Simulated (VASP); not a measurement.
**From an Ansatz input to VASP: ZnS (strained wurtzite)**

Ansatz input

```yaml
crystal:
  lattice:
    - [3.792131785, 0.0, 0.0]
    - [-1.8960658925, 3.2840824603, 0.0]
    - [0.0, 0.0, 6.2587052548]
  atoms:
    - { symbol: Zn, position: [0.3333333333, 0.6666666667, 0.0009236661] }
    - { symbol: Zn, position: [0.6666666667, 0.3333333333, 0.5009236661] }
    - { symbol: S, position: [0.3333333333, 0.6666666667, 0.3740763339] }
    - { symbol: S, position: [0.6666666667, 0.3333333333, 0.8740763339] }
kpoints:
  mp_grid: { grid: [12, 12, 4] }
  band_path:
    path:
      - [0.0, 0.0, 0.0]
      - [0.5, 0.0, 0.0]
      - [0.3333333333, 0.3333333333, 0.0]
      - [0.0, 0.0, 0.5]
      - [0.5, 0.0, 0.5]
      - [0.3333333333, 0.3333333333, 0.5]
    npoints: 1
hamiltonian:
  xc: pbe
scf:
  occupations: { method: fermi_dirac, width: 0.02 }
  n_extra_bands: 5
output:
  forces: true
  stress: true
  eigenvalues: true
```

Question: Which VASP files do the same job?

Answer: 

INCAR

```
NBANDS = 26
LCHARG = .FALSE.
ISMEAR = -1
NSW = 0
ENCUT = 520
SIGMA = 0.02
IBRION = -1
ISIF = 2
LREAL = .FALSE.
LASPH = .TRUE.
PREC = Accurate
EDIFF = 1E-7
NELM = 120
GGA = PE
LWAVE = .FALSE.
```

KPOINTS

```
KPOINTS created by Atomic Simulation Environment
0
Gamma
12 12 4
0 0 0
```

KPOINTS_OPT

```
special points
6
Reciprocal
0.0000000000 0.0000000000 0.0000000000 1
0.5000000000 0.0000000000 0.0000000000 1
0.3333333333 0.3333333333 0.0000000000 1
0.0000000000 0.0000000000 0.5000000000 1
0.5000000000 0.0000000000 0.5000000000 1
0.3333333333 0.3333333333 0.5000000000 1
```

POSCAR

```
Zn S
 1.0000000000000000
     3.7921317849951337    0.0000000000000000    0.0000000000000000
    -1.8960658924975669    3.2840824603042145    0.0000000000000000
     0.0000000000000000    0.0000000000000000    6.2587052547999997
 Zn  S
   2   2
Cartesian
 -0.0000000000000001  2.1893883068694762  0.0057809540145820
  1.8960658924975666  1.0946941534347381  3.1351335814145820
 -0.0000000000000001  2.1893883068694762  2.3412335165354174
  1.8960658924975666  1.0946941534347381  5.4705861439354182
```

VASP ran with the recommended PBE PAW datasets (36 valence electrons in the cell). Other inputs would serve too.

```
                            Ansatz     VASP
gap between bands v and c  2.22 eV  2.22 eV
         least direct gap  2.22 eV  2.22 eV
                 pressure  2.6 GPa  2.8 GPa
```

Each program uses its own PAW datasets. VASP's cell holds 36 valence electrons and Ansatz's 36. Ansatz's stress includes a Pulay correction; VASP's doesn't.
